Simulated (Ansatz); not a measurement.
# TiO2 (P4_2/mnm) in Ansatz: relaxation of cell and atoms with r2SCAN

Aim: the relaxation of cell and atoms of TiO2 with r2SCAN.

Program: Ansatz 0.2.0. These are calculated values, not measurements. Logs are shortened: lines on timing, memory, paths and dates and some standing lists are left out, and cuts for length are marked.

## Step 1: The structure

Symmetry: P4_2/mnm, No. 136, tetragonal system. The conventional cell has a = 4.600 Å, b = 4.600 Å, c = 2.959 Å, α = 90.00°, β = 90.00°, γ = 90.00°. Ti (site symmetry mmm) has 6 O at 1.95 to 1.98 Å as nearest neighbours. O (site symmetry m2m) has 3 Ti at 1.95 to 1.98 Å as nearest neighbours.

The cell is a database's computed one.

## Step 2: Relaxation of cell and atoms, r2SCAN

File input.yaml:

```yaml
crystal:
  lattice:
    - [4.5998373239, 0.0, 0.0]
    - [0.0, 4.5998373239, 0.0]
    - [0.0, 0.0, 2.95921356]
  atoms:
    - { symbol: Ti, position: [0.0, 0.0, 0.5] }
    - { symbol: Ti, position: [0.5, 0.5, 0.0] }
    - { symbol: O, position: [0.30432132, 0.30432132, 0.5] }
    - { symbol: O, position: [0.19567868, 0.80432132, 0.0] }
    - { symbol: O, position: [0.80432132, 0.19567868, 0.0] }
    - { symbol: O, position: [0.69567868, 0.69567868, 0.5] }
hamiltonian:
  xc: r2scan
  pseudopotentials: { kind: paw }
kpoints:
  mp_grid: { grid: [6, 6, 9] }
scf:
  occupations: { method: fermi_dirac, width: 0.05 }
output:
  forces: true
  stress: true
  eigenvalues: true
  write_density: true
  write_potential: true
  elf: true
  volumetric_format: npy
relax:
  f_tol: 0.01
  max_steps: 40
  cell: { stress_tol: 0.05 }
```

Potentials or basis: Ansatz PAW.

Run with:

```sh
ansatz run input.yaml --threads 2 --pin off --max-ram 5632MiB --backend cpu --events-out ev --progress --plain --runs-dir out
```

Standard output:

```text
Warning: RAYON_NUM_THREADS=2 ignored (pool sized by the plan → 2); use --threads N
Engine: ansatz 0.2.0, x86_64-unknown-linux-gnu
Pseudopotentials: kind: paw
Pseudopotential: Ti, paw, valence charge 12, recommended cutoff 500 eV (meta_gga), Ti.paw.azcp
Pseudopotential: O, paw, valence charge 6, recommended cutoff 500 eV (meta_gga), O.paw.azcp
Functional definition: r2SCAN
  parameter k0 = 0.174
  parameter k1 = 0.065
  parameter a1 = 4.9479
  exchange = r2scan_x(k0 = k0, k1 = k1, a1 = a1)
  correlation = r2scan_c
Crystal: 6 atoms, lattice volume = 62.613 Å³
Basis set: ecut = 500 eV, 1559 PW (Γ), exchange–correlation on 144×144×96 points (64 copies of the dense FFT grid, shifted against one another)
Bands: 30, of which v1, the nominal top of the filled ones, is band 24 counted from 1 (23 counted from 0)
Symmetry: 16 space group operations
Space group: P42/mnm (ITA 136), of the structure as read, at distance tolerance 4.0e-5 Å
k-points: 50 of 324
Non-local potential: Ti, projectors of the file, l = 0: 3, l = 1: 2, l = 2: 3, l = 3: 1
Non-local potential: O, projectors of the file, l = 0: 2, l = 1: 2, l = 2: 1
PAW form: soft (Blöchl's): semilocal exchange-correlation on the pseudo side does not see the compensation charge
PAW frozen core: Ti, regenerated for the run's functional (the file was generated under x = pbe(κ = 0.804, μ = 0.2195149727645171), c = pbe(β = 0.06672455060314922))
PAW frozen core: O, regenerated for the run's functional (the file was generated under x = pbe(κ = 0.804, μ = 0.2195149727645171), c = pbe(β = 0.06672455060314922))
PAW one-centre angular grid: Ti, 590 points (default); XC on 160 Gauss nodes
PAW one-centre angular grid: O, 302 points (default); XC on 160 Gauss nodes
Initial density: superposition of atomic densities (neutral atoms: chi_scale 0, normalization atom), corrected by the library's trained network
Initial wavefunctions: pseudopotential atomic-orbital guess
Functional: x = r2scan, c = r2scan; τ floored in thin density (d = 2e-4 eV/Å³)
SCF iter   1: F=—  HF=-7292.563708 eV  |F-HF|=—  |Δ(HF+E_count)|=         —  Δρ=2.75e-2  dr2=5.56e-1  dr2_τ=3.83e-1  ethr=1.77e-3  ⟨swp⟩=5.2  Hψ=6016  notcnv=0
preconditioner: auto → Resta (q_TF=auto, 2.610 Å⁻¹)  ε∞=7.3  [insulator: Δε(μ)=2.716 eV  Ē_g=10.536 eV  σ=0.050 eV  W_gap=1.00  n_scr=18 (ndim 8)  ℏωp=26.5 eV  f_vac=0.017  D(μ)=0.00/eV (n_scr^D=0)  ε∞_Penn≈7.3]
SCF iter   2: F=—  HF=-7292.582893 eV  |F-HF|=—  |Δ(HF+E_count)|=   1.92e-2  Δρ=1.23e-2  dr2=4.58e-2  dr2_τ=2.86e-2  ethr=1.16e-3  ⟨swp⟩=3.0  Hψ=3295  notcnv=0  defer=73
SCF iter   3: F=—  HF=-7292.577213 eV  |F-HF|=—  |Δ(HF+E_count)|=   5.68e-3  Δρ=4.04e-3  dr2=6.18e-3  dr2_τ=5.40e-4  ethr=9.54e-5  ⟨swp⟩=2.0  Hψ=2454  notcnv=0  defer=73
SCF iter   4: F=—  HF=-7292.576983 eV  |F-HF|=—  |Δ(HF+E_count)|=   2.30e-4  Δρ=1.17e-3  dr2=4.35e-4  dr2_τ=1.08e-4  ethr=1.29e-5  ⟨swp⟩=2.0  Hψ=2245  notcnv=0  defer=73
SCF iter   5: F=—  HF=-7292.577052 eV  |F-HF|=—  |Δ(HF+E_count)|=   6.91e-5  Δρ=1.85e-4  dr2=2.47e-5  dr2_τ=1.51e-6  ethr=9.06e-7  ⟨swp⟩=2.1  Hψ=2118  notcnv=0  defer=73
SCF iter   6: F=—  HF=-7292.577055 eV  |F-HF|=—  |Δ(HF+E_count)|=   2.39e-6  Δρ=5.02e-5  dr2=2.15e-6  dr2_τ=1.09e-7  ethr=5.14e-8  ⟨swp⟩=2.0  Hψ=2643  notcnv=0  defer=73
SCF iter   7: F=—  HF=-7292.577055 eV  |F-HF|=—  |Δ(HF+E_count)|=   4.25e-8  Δρ=2.11e-5  dr2=3.28e-7  dr2_τ=1.60e-8  ethr=4.49e-9  ⟨swp⟩=2.2  Hψ=2112  notcnv=0  defer=73
[... 48 lines left out ...]
Free energy (F): -7292.577958 eV
Harris-Foulkes:  -7292.577958 eV  (|F-HF|=2.73e-12)
Internal energy: -7292.577958 eV  (E = F + TS)
E sigma→0 (E₀):  -7292.577958 eV
Fermi energy:    9.892864 eV
--- Per-component energies (eV) ---
  E_band       = -440.820193
  E_kinetic    = 1251.133718
  E_local      = -3078.960782  (includes V_loc(G=0)·N_el)
  E_nonlocal   = 191.764256
  E_hartree    = 1170.358626
  E_xc         = -482.936719
  E_vxc        = -693.268262  (∫ρ·V_xc dr)
  E_paw        = -2747.305944  (= ΣΔE_a)
  E_vpaw       = -497.805772  (= ΣTr[D̂ρ^β])
  E_aug_tail   = 0.004760  (compensation charges beyond the density's cutoff)
  E_vtau       = 45.594706  (kinetic-family band-sum trace: ∫τ·v_τ [+ j·A + Jᵃ·Aᵃ] dr)
  E_ewald      = -3596.001193
  E_core_change = -0.634678  (= ΣΔE_core)
  E_smearing   = -0.000000  (= −TS)
  E_closure    = -0.000000  (closes the sum)
  Σ components = -7292.577958   (vs F -7292.577958, Δ=0.00e0)
--- Forces (eV/Å), atoms counted from 1 ---
  atom   1  Ti    -0.00000000    -0.00000000     0.00000000
  atom   2  Ti     0.00000000     0.00000000     0.00000000
  atom   3  O     -0.00264464    -0.00264464     0.00000000
  atom   4  O      0.00264464    -0.00264464     0.00000000
  atom   5  O     -0.00264464     0.00264464     0.00000000
  atom   6  O      0.00264464     0.00264464     0.00000000
  max |Σ_I F_I| component: 2.60e-18 eV/Å
--- Stress (GPa, compression-positive) ---
        0.015437       0.000000       0.000000
        0.000000       0.015437       0.000000
        0.000000       0.000000      -0.034915
  P = ⅓ Tr σ = -0.0013 GPa (-0.013 kbar)
--- Band table (eV; the first three rows and the last of 50) ---
  k-point 0: bands = ["-50.3503", "-50.3329", "-25.6029", "-25.6029", "-25.4250", "-25.4250", "-25.3775", "-25.3420", "-10.4399", "-9.2905", "-8.5315", "-8.5315", "2.9389", "3.3154", "3.8060", "4.8575", "4.8575", "6.1754", "6.1754", "6.7509", "8.0621", "8.3301", "8.3301", "8.8081", "11.0286", "11.3520", "11.5693", "11.6675", "11.6675", "13.5290"]
  k-point 1: bands = ["-50.3450", "-50.3286", "-25.5881", "-25.5881", "-25.4325", "-25.4226", "-25.4226", "-25.3998", "-10.3091", "-9.2153", "-8.5952", "-8.5952", "3.1196", "3.4521", "3.9516", "4.7180", "4.7180", "6.3795", "6.4347", "6.4347", "7.5577", "8.0888", "8.0888", "8.7418", "11.3296", "11.4638", "11.4902", "11.8192", "11.8192", "13.6487"]
  k-point 2: bands = ["-50.3314", "-50.3179", "-25.5690", "-25.5490", "-25.5490", "-25.5440", "-25.4175", "-25.4175", "-9.9608", "-9.0383", "-8.7557", "-8.7557", "3.5976", "3.8000", "4.3791", "4.5878", "4.5878", "5.5908", "6.5524", "6.8736", "6.8736", "7.4810", "7.4810", "8.4515", "11.3888", "11.6696", "11.8760", "12.1823", "12.1823", "13.3542"]
  k-point 49: bands = ["-50.3016", "-50.3016", "-25.8107", "-25.8107", "-25.4626", "-25.4626", "-25.4237", "-25.4237", "-9.1450", "-9.1450", "-8.8875", "-8.8875", "3.9946", "3.9946", "4.1513", "4.1513", "5.1714", "5.1714", "6.0358", "6.0358", "7.4606", "7.4606", "8.0667", "8.0667", "11.7957", "11.7957", "12.3623", "12.3623", "12.3845", "12.3845"]
--- Relaxed structure (4 steps of the walk, 4 accepted, 1 SCFs on fresh bases) ---
  F+E_penalty+E_count = -7292.57795771 eV   max|allowed force component| = 2.645e-3 eV/Å   (the final SCF, on the basis selected at the relaxed cell)
  cell:  # Å, volume = 62.4119 Å³
    - [4.596479388354232, -4.183089395559561e-35, 0.0]
    - [-4.183089395559561e-35, 4.596479388354232, 0.0]
    - [0.0, 0.0, 2.9540405477424394]
  atoms:
    - { symbol: Ti, position: [-1.9642038332750073e-21, 5.8926114998250475e-21, 0.5] }
    - { symbol: Ti, position: [0.5, 0.5, 0.0] }
    - { symbol: O, position: [0.30463970137329927, 0.30463970137329927, 0.5] }
    - { symbol: O, position: [0.19536029862670076, 0.8046397013732993, 0.0] }
    - { symbol: O, position: [0.8046397013732993, 0.19536029862670076, 0.0] }
    - { symbol: O, position: [0.6953602986267007, 0.6953602986267007, 0.5] }
```

rho_z.tsv:

```text
# z_ang	rho[e/angstrom^3]
# format = ansatz-planar-average/11
# lattice	4.596479388	-0.000000000	0.000000000
# lattice	-0.000000000	4.596479388	0.000000000
# lattice	0.000000000	0.000000000	2.954040548
# sites	6
# site	22	-0.000000000	0.000000000	1.477020274
# site	22	2.298239694	2.298239694	0.000000000
# site	8	1.400270108	1.400270108	1.477020274
# site	8	0.897969586	3.698509802	0.000000000
# site	8	3.698509802	0.897969586	0.000000000
# site	8	3.196209280	3.196209280	1.477020274
0.000000	1.171072e0
0.123085	1.118579e0
0.246170	9.712741e-1
0.369255	7.660152e-1
0.492340	5.637480e-1
0.615425	4.226597e-1
[... 16 lines left out ...]
2.707871	9.712741e-1
2.830956	1.118579e0
```

Run time: 23 s. Hardware: 2 threads of Intel Xeon 6975P-C (Granite Rapids), shared host; peak memory 0.59 GiB.

What came out:

- Free energy: -7292.5780 eV
- Relaxed volume: 10.40 Å³/atom
- Relaxed cell: a = 4.596 Å, b = 4.596 Å, c = 2.954 Å, α = 90.00°, β = 90.00°, γ = 90.00°
- Space group after relaxing (to 0.05 Å): P4_2/mnm (No. 136)
- Energy gained by relaxing: 0.2 meV/atom
- Ionic steps: 5
- Pressure after relaxing: 0.0 GPa
- Largest force after relaxing: 0.004 eV/Å
- Band gap on the k mesh: 2.22 eV, direct

Forces on the atoms (eV/Å):
```
Ti   0.000  0.000  0.000
Ti   0.000  0.000  0.000
O   -0.003 -0.003  0.000
O    0.003 -0.003  0.000
O   -0.003  0.003  0.000
O    0.003  0.003  0.000
```

The path:
```csv
step,energy change (eV),largest force (eV/Å),volume (Å³)
1,0.0000,0.0558,62.61
2,-0.0009,0.0278,62.45
3,-0.0010,0.0108,62.39
4,-0.0010,0.0037,62.41
5,-0.0009,0.0037,62.41
```

Final structure:
```yaml
crystal:
  lattice:
    - [4.59648, 0.00000, 0.00000]
    - [0.00000, 4.59648, 0.00000]
    - [0.00000, 0.00000, 2.95404]
  atoms:
    - { symbol: Ti, position: [0.00000, 0.00000, 0.50000] }
    - { symbol: Ti, position: [0.50000, 0.50000, 0.00000] }
    - { symbol: O, position: [0.30464, 0.30464, 0.50000] }
    - { symbol: O, position: [0.19536, 0.80464, 0.00000] }
    - { symbol: O, position: [0.80464, 0.19536, 0.00000] }
    - { symbol: O, position: [0.69536, 0.69536, 0.50000] }
```

Caveat: odd divisions of the mesh miss points on the zone boundary, where band edges often lie, so the gap on the mesh can be too wide; the plane-wave basis is chosen anew once the cell has moved, so the energies of steps on either side of that aren't comparable; the PAW data sets come from PBE, with cores solved anew for the run's functional, which leaves a small shift of forces and pressure.
